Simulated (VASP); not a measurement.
# Tb (Im-3m) in VASP: a series of runs

One crystal, Tb, is run at these levels: revPBE+D3(BJ), PBE; tasks: single point.

All numbers are computed with VASP 6.6.1; they aren't measurements. Logs are shortened: lines on timing, memory, paths and dates and some standing lists are left out, and cuts for length are marked.

## (1) Starting point

It takes space group Im-3m (No. 229, cubic). The conventional cell has a = 3.938 Å, b = 3.938 Å, c = 3.938 Å, α = 90.00°, β = 90.00°, γ = 90.00°. Tb (site symmetry m-3m) has 8 Tb at 3.41 Å as nearest neighbours.

This isn't the form of Tb at room conditions, which is hcp.

## (2) Single point, revPBE+D3(BJ), collinear spin, typed start

Contents of INCAR:

```
SYSTEM = Tb
PREC = Accurate
ENCUT = 520
EDIFF = 1E-6
ISMEAR = -5
SIGMA = 0.1
LREAL = .FALSE.
LASPH = .TRUE.
NELM = 150
ALGO = Normal
ISIF = 2
LWAVE = .FALSE.
LCHARG = .TRUE.
ISPIN = 2
MAGMOM = 6
LORBIT = 11
LMAXMIX = 6
GGA = RE
IVDW = 12
LELF = .TRUE.
LVHAR = .TRUE.
NBANDS = 14
```

Contents of KPOINTS:

```
Automatic mesh
0
G
  9 9 9
  0 0 0
```

Contents of POSCAR:

```
Tb
1.0
   -1.9689680785      1.9689680785      1.9689680785
    1.9689680785     -1.9689680785      1.9689680785
    1.9689680785      1.9689680785     -1.9689680785
Tb
1
Direct
    0.0000000000      0.0000000000      0.0000000000
```

Potentials or basis: VASP PAW PBE potentials, release 64 (Tb_3), 4f in core.

Started as:

```bash
$ cat potpaw_PBE.64/Tb_3/POTCAR > POTCAR
$ mpirun -np 1 vasp_std > vasp.out
```

OUTCAR:

```text
SYSTEM = Tb
   PREC = Accurate
   ENCUT = 520
   EDIFF = 1E-6
   ISMEAR = -5
   LREAL = .FALSE.
   LASPH = .TRUE.
   NELM = 150
   ISIF = 2
   ISPIN = 2
   LORBIT = 11
   GGA = RE
   IVDW = 12
 IVDW          = 12

 ion  position               nearest neighbor table
   1  0.000  0.000  0.000-

  LATTYP: Found a body centered cubic cell.
 ALAT       =     3.9379361570

  Lattice vectors:

 A1 = (  -1.9689680785,   1.9689680785,   1.9689680785)
 A2 = (   1.9689680785,  -1.9689680785,   1.9689680785)
 A3 = (   1.9689680785,   1.9689680785,  -1.9689680785)

Analysis of symmetry for initial positions (statically):
=====================================================================
 Subroutine PRICEL returns:
 Original cell was already a primitive cell.

 Routine SETGRP: Setting up the symmetry group for a
 body centered cubic supercell.

 Subroutine GETGRP returns: Found 48 space group operations
 (whereof 48 operations were pure point group operations)
 out of a pool of 48 trial point group operations.

The static configuration has the point symmetry O_h .

Analysis of symmetry for dynamics (positions and initial velocities):
=====================================================================
 Subroutine PRICEL returns:
 Original cell was already a primitive cell.

 Routine SETGRP: Setting up the symmetry group for a
 body centered cubic supercell.

 Subroutine GETGRP returns: Found 48 space group operations
 (whereof 48 operations were pure point group operations)
 out of a pool of 48 trial point group operations.

The dynamic configuration has the point symmetry O_h .

Analysis of structural, dynamic, and magnetic symmetry:
=====================================================================
 Subroutine PRICEL returns:
 Original cell was already a primitive cell.

 Routine SETGRP: Setting up the symmetry group for a
 body centered cubic supercell.

 Subroutine GETGRP returns: Found 48 space group operations
 (whereof 48 operations were pure point group operations)
 out of a pool of 48 trial point group operations.

The overall configuration has the point symmetry O_h .

 Subroutine INISYM returns: Found 48 space group operations
 (whereof 48 operations are pure point group operations),
 and found     1 'primitive' translations

----------------------------------------------------------------------------------------

                                     Primitive cell

  volume of cell :      30.5335

  direct lattice vectors                    reciprocal lattice vectors
    -1.968968079  1.968968079  1.968968079     0.000000000  0.253940125  0.253940125
     1.968968079 -1.968968079  1.968968079     0.253940125  0.000000000  0.253940125
     1.968968079  1.968968079 -1.968968079     0.253940125  0.253940125  0.000000000

  length of vectors
     3.410352750  3.410352750  3.410352750     0.359125569  0.359125569  0.359125569

  position of ions in fractional coordinates (direct lattice)
     0.000000000  0.000000000  0.000000000

  ion indices of the primitive-cell ions
   primitive index   ion index
                 1           1

----------------------------------------------------------------------------------------

 KPOINTS: Automatic mesh

Automatic generation of k-mesh.
 Grid dimensions read from file:
 generate k-points for:    9    9    9

 Generating k-lattice:

  Cartesian coordinates                     Fractional coordinates (reciprocal lattice)
     0.000000000  0.028215569  0.028215569     0.111111111  0.000000000  0.000000000
     0.028215569  0.000000000  0.028215569     0.000000000  0.111111111  0.000000000
     0.028215569  0.028215569  0.000000000     0.000000000  0.000000000  0.111111111

  Length of vectors
     0.039902841  0.039902841  0.039902841

  Shift w.r.t. Gamma in fractional coordinates (k-lattice)
     0.000000000  0.000000000  0.000000000

 TETIRR: Found    774 inequivalent tetrahedra from     4374

 Subroutine IBZKPT returns following result:
 ===========================================

 Found     35 irreducible k-points:

 Following reciprocal coordinates:
            Coordinates               Weight
  0.000000  0.000000  0.000000      1.000000
  0.111111  0.000000  0.000000     12.000000
  0.222222  0.000000  0.000000     12.000000
  0.333333  0.000000  0.000000     12.000000
  0.444444  0.000000  0.000000     12.000000
  0.111111  0.111111  0.000000     24.000000
[... 16 lines left out ...]
 -0.333333  0.444444  0.111111     48.000000
 -0.444444 -0.444444  0.111111     24.000000
 [... further k-points ...]
   k-points           NKPTS =     35   k-points in BZ     NKDIM =     35   number of bands    NBANDS=     14
   number of dos      NEDOS =    301   number of ions     NIONS =      1
   total plane-waves  NPLWV =  21952
   dimension x,y,z NGX =    28 NGY =   28 NGZ =   28
   dimension x,y,z NGXF=    56 NGYF=   56 NGZF=   56
   ions per type =               1
   NGX,Y,Z   is equivalent  to a cutoff of  13.65, 13.65, 13.65 a.u.
   NGXF,Y,Z  is equivalent  to a cutoff of  27.30, 27.30, 27.30 a.u.
 SYSTEM =  Tb
   PREC   = accura    normal or accurate (medium, high low for compatibility)
   ISTART =      0    job   : 0-new  1-cont  2-samecut
   ICHARG =      2    charge: 1-file 2-atom 10-const
   ISPIN  =      2    spin polarized calculation?
   LNONCOLLINEAR =      F non collinear calculations
   LSORBIT =      F    spin-orbit coupling
   LASPH  =      T    aspherical Exc in radial PAW
   ENCUT  =  520.0 eV  38.22 Ry    6.18 a.u.   6.34  6.34  6.34*2*pi/ulx,y,z
   NELM   =    150;   NELMIN=  2; NELMDL= -5     # of ELM steps
   EDIFF  = 0.1E-05   stopping-criterion for ELM
   LREAL  =      F    real-space projection
   EDIFFG = 0.1E-04   stopping-criterion for IOM
   NSW    =      0    number of steps for IOM
   IBRION =     -1    ionic relax: 0-MD 1-quasi-New 2-CG
   NFREE  =      0    steps in history (QN), initial steepest desc. (CG)
   ISIF   =      2    stress and relaxation
   ISYM   =      2    0-nonsym 1-usesym 2-fastsym
   POTIM  = 0.5000    time-step for ionic-motion
   TEBEG  =    0.0;   TEEND  =   0.0 temperature during run
   PSTRESS=    0.0 pullay stress
   NELECT =       9.0000    total number of electrons
   NUPDOWN=      -1.0000    fix difference up-down
   EMIN   =  10.00;   EMAX   =-10.00  energy-range for DOS
   EFERMI =   0.00;   METHOD = LEGACY
   ISMEAR =    -5;   SIGMA  =   0.10  broadening in eV -4-tet -1-fermi 0-gaus
   EFERMI_NEDOS =   21; number of points for ismear=-14 and -15
   IALGO  =     38    algorithm
   IMIX   =      4    mixing-type and parameters
     AMIX     =   0.40;   BMIX     =  1.00
     AMIX_MAG =   1.60;   BMIX_MAG =  1.00
  volume/ion in A,a.u.               =      30.53       206.05
  Fermi-wavevector in a.u.,A,eV,Ry     =   1.089508  2.058871 16.150485  1.187027
  Thomas-Fermi vector in A             =   2.225712
   LORBIT       =     11    0 simple, 1 ext, 2 COOP (PROOUT), +10 PAW based schemes
   GGA     = RE    functional components
   LHFCALC =     F    Hartree Fock is set to
   AEXX    =    0.0000 exact exchange contribution
   IVDW    =    12    specifies the selected vdW correction
   LEPSILON=     F    determine dielectric tensor
   LRPA    =     F    only Hartree local field effects (RPA)
 spin polarized calculation
 Fermi weights with tetrahedron method with Bloechl corrections
  energy-cutoff  :      520.00
  volume of cell :       30.53
 maximum number of plane-waves:       839
 NGX is ok and might be reduce to    28
   NGX = 13   NGY = 13   NGZ = 13

 number of electron       9.0000000 magnetization       0.3832606

 Free energy of the ion-electron system (eV)
  ---------------------------------------------------
  ext. energy  EPLUGINS =         0.00000000
  ---------------------------------------------------
  free energy    TOTEN  =        -4.10983012 eV

  energy without entropy =       -4.10983012  energy(sigma->0) =       -4.10983012

 E-fermi :   3.7151     XC(G=0):  -9.9618

 val. band max:        3.7639063720   @ k =  -0.4444  -0.4444   0.1111
 cond. band min:       3.5533295285   @ k =   0.3333   0.3333   0.0000
 fundamental gap:     -0.2105768435
 Fermi energy:         3.7150779182

 spin component 1

 k-point     1 :       0.0000    0.0000    0.0000
  band No.  band energies     occupation
      1     -18.5889      1.00000
      2     -18.5889      1.00000
      3     -18.5889      1.00000
      4      -1.5888      1.00000
      5       5.3152      0.00000
      6       5.3152      0.00000
      7       5.3152      0.00000
      8       7.6850      0.00000
      9       7.6850      0.00000
     10      14.1334      0.00000
     11      14.1334      0.00000
     12      14.1334      0.00000
     13      14.5869      0.00000
     14      22.5048      0.00000
[... 375 lines left out ...]
 k-point    24 :      -0.4444   -0.4444    0.1111
  band No.  band energies     occupation
      1     -19.3501      1.00000
      2     -18.9900      1.00000
      3     -18.7244      1.00000
      4       2.0689      1.00000
      5       3.7639      0.78199
      6       4.0228     -0.00381
      7       6.5050      0.00000
      8       8.9394      0.00000
      9      11.1477      0.00000
     10      12.1545      0.00000
     11      14.5773      0.00000
     12      14.5929      0.00000
     13      15.6493      0.00000
     14      18.7301      0.00000

 [... further k-points ...]

 spin component 2

 k-point     1 :       0.0000    0.0000    0.0000
  band No.  band energies     occupation
      1     -18.4827      1.00000
      2     -18.4827      1.00000
      3     -18.4827      1.00000
      4      -1.2551      1.00000
      5       5.6241      0.00000
      6       5.6241      0.00000
      7       5.6241      0.00000
      8       7.8166      0.00000
      9       7.8166      0.00000
     10      14.4909      0.00000
     11      14.4909      0.00000
     12      14.4909      0.00000
     13      14.6768      0.00000
     14      22.7393      0.00000
[... 375 lines left out ...]
 k-point    24 :      -0.4444   -0.4444    0.1111
  band No.  band energies     occupation
      1     -19.2252      1.00000
      2     -18.8733      1.00000
      3     -18.6149      1.00000
      4       2.3580      1.00000
      5       4.0237      0.14430
      6       4.3320      0.00000
      7       6.7575      0.00000
      8       9.1733      0.00000
      9      11.3550      0.00000
     10      12.4064      0.00000
     11      14.6773      0.00000
     12      14.8441      0.00000
     13      15.9648      0.00000
     14      19.0236      0.00000

 [... further k-points ...]

------------------------ aborting loop because EDIFF is reached ----------------------------------------

 Edisp (eV)   -0.63744

 E8    (eV) :    -0.4907

  FORCE on cell =-STRESS in cart. coord.  units (eV):
  Direction    XX          YY          ZZ          XY          YZ          ZX
  --------------------------------------------------------------------------------------
  -------------------------------------------------------------------------------------
  Total       0.07745     0.07745     0.07745     0.00000    -0.00000     0.00000
  in kB       4.06396     4.06396     4.06396     0.00000    -0.00000     0.00000
  external pressure =        4.06 kB  Pullay stress =        0.00 kB

 VOLUME and BASIS-vectors are now :
 -----------------------------------------------------------------------------
  energy-cutoff  :      520.00
  volume of cell :       30.53
      direct lattice vectors                 reciprocal lattice vectors
    -1.968968079  1.968968079  1.968968079     0.000000000  0.253940125  0.253940125
     1.968968079 -1.968968079  1.968968079     0.253940125  0.000000000  0.253940125
     1.968968079  1.968968079 -1.968968079     0.253940125  0.253940125  0.000000000

 POSITION                                       TOTAL-FORCE (eV/Angst)
 -----------------------------------------------------------------------------------
      0.00000      0.00000      0.00000        -0.000000      0.000000     -0.000000
 -----------------------------------------------------------------------------------
    total drift:                               -0.000000     -0.000000     -0.000000

  FREE ENERGIE OF THE ION-ELECTRON SYSTEM (eV)
  ---------------------------------------------------
  free  energy   TOTEN  =        -4.7472725789 eV

  energy  without entropy=       -4.7472725789  energy(sigma->0) =       -4.74727258

 total charge

# of ion       s       p       d       tot
------------------------------------------
    1        0.405   6.310   1.170   7.885

 magnetization (x)

# of ion       s       p       d       tot
------------------------------------------
    1        0.002   0.054   0.225   0.282
```

It took 86 s on 1 thread of Intel Xeon Platinum 8259CL at 2.50GHz (Skylake/Cascade Lake), shared host; peak memory 0.2 GiB.

Results:

```yaml
Free_energy: -4.7473 eV
Pressure: 0.4 GPa
Band_gap_on_the_k_mesh: none (metal or under the smearing width)
Net_moment: 0.38 μB per cell
Site_moments: Tb +0.28 μB
Valence_electrons_inside_the_program's_atomic_spheres: Tb 7.88
Dispersion_energy_per_atom: -0.637 eV
```

Caveat: the magnetic or orbital state may not be the lowest; the PAW data sets were made with another functional, which shifts forces and pressure a little; spin-orbit coupling is left out, which moves the levels of the heavy elements; the 4f electrons are frozen in the core as for a trivalent ion, so they carry no moment and show no levels; pairwise dispersion overbinds metals, which lowers pressure and volume; tetrahedron occupations give inexact forces and stress in metals.

## (3) Single point, PBE, collinear spin, typed start (volume scaled by 1.06)

Contents of INCAR:

```
SYSTEM = Tb
PREC = Accurate
ENCUT = 520
EDIFF = 1E-7
ISMEAR = -1
SIGMA = 0.05
LREAL = .False.
LASPH = .True.
NELM = 150
ALGO = Normal
ISIF = 2
LWAVE = .False.
LCHARG = .True.
ISPIN = 2
MAGMOM = 6
LORBIT = 11
LMAXMIX = 6
GGA = PE
LELF = .True.
LVHAR = .True.
NBANDS = 20
```

Contents of KPOINTS:

```
regular mesh
0
Gamma
  9 9 9
  0 0 0
```

Contents of POSCAR:

```
Tb
1.0
   -2.0494217731      2.0494217731      2.0494217731
    2.0494217731     -2.0494217731      2.0494217731
    2.0494217731      2.0494217731     -2.0494217731
Tb
1
Direct
    0.0000000000      0.0000000000      0.0000000000
```

Potentials or basis: VASP PAW PBE potentials, release 64 (Tb).

Started as:

```bash
$ cat potpaw_PBE.64/Tb/POTCAR > POTCAR
$ mpirun -np 1 vasp_std > vasp.out
```

It took 2.4 min on 1 thread of Intel Xeon Platinum 8259CL at 2.50GHz (Skylake/Cascade Lake), shared host; peak memory 0.2 GiB.

Results (log left out):

```yaml
Free_energy: -9.4621 eV
Pressure: -1.0 GPa
Band_gap_on_the_k_mesh: none (metal or under the smearing width)
Net_moment: 5.87 μB per cell
Site_moments: Tb +5.65 μB
Valence_electrons_inside_the_program's_atomic_spheres: Tb 16.30
```

Levels at points of the mesh, in eV from the Fermi level:
Spin up:
```csv
k point,band 9,band 10,band 11,band 12,band 13,band 14,band 15,band 16
"(0.00, 0.00, 0.00)",-3.99,-3.80,-3.80,-3.80,1.68,1.68,1.68,3.70
```
Spin down:
```csv
k point,band 4,band 5,band 6,band 7,band 8,band 9
"(0.00, 0.00, 0.00)",-20.66,-4.58,-0.09,-0.09,-0.09,0.69
```

Caveat: the magnetic or orbital state may not be the lowest; spin-orbit coupling is left out, which moves the levels of the heavy elements. The state reached can hang on the start; a lower one may exist.

(Continued in part 2 of 2.)
